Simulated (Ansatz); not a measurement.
Property card for CoPtO2

Theory: DFT PBE, scalar-relativistic, plane waves, PAW in Ansatz.

Plane waves to 420 eV, a k mesh through Γ of 18×18×18 on the computed 4-atom cell and Gaussian smearing (0.10 eV); no spin polarisation.

The structure is relaxed at this level of theory with its symmetry kept. Whether it is the stable form of this composition wasn't checked.

```
Co Pt O
1.0
     1.42739    0.82411    5.96108
    -1.42739    0.82411    5.96108
     0.00000   -1.64821    5.96108
Co Pt O
1 1 2
Cartesian
  0.0000 0.0000 8.9416
  0.0000 0.0000 0.0000
  0.0000 0.0000 15.8741
  0.0000 0.0000 2.0091
```

```json
{
 "Space group": "R-3m (No. 166)",
 "Volume per atom": "71.0 bohr³",
 "Formation energy from the elements' standard states (uncorrected)": "-0.834 eV/atom",
 "Kohn–Sham band gap": "none (metal)",
 "Density of states at the Fermi level": "0.48 states/eV per cell",
 "Löwdin character within 0.5 eV of the Fermi level": "Pt 5d 40 %, Co 3d 37 %, O 2p 11 %",
 "Bulk modulus": "227 GPa",
 "Its pressure derivative": "4.9",
 "Bader charges (e)": "Co (1 in the cell) 1.36, Pt (1 in the cell) 0.46, O (2 in the cell) -0.91"
}
```

Spin-orbit coupling is left out, which matters for the bands of heavy elements.

A ferromagnetic start lost its moments in a first run, so spin was left out; other magnetic orders weren't tried.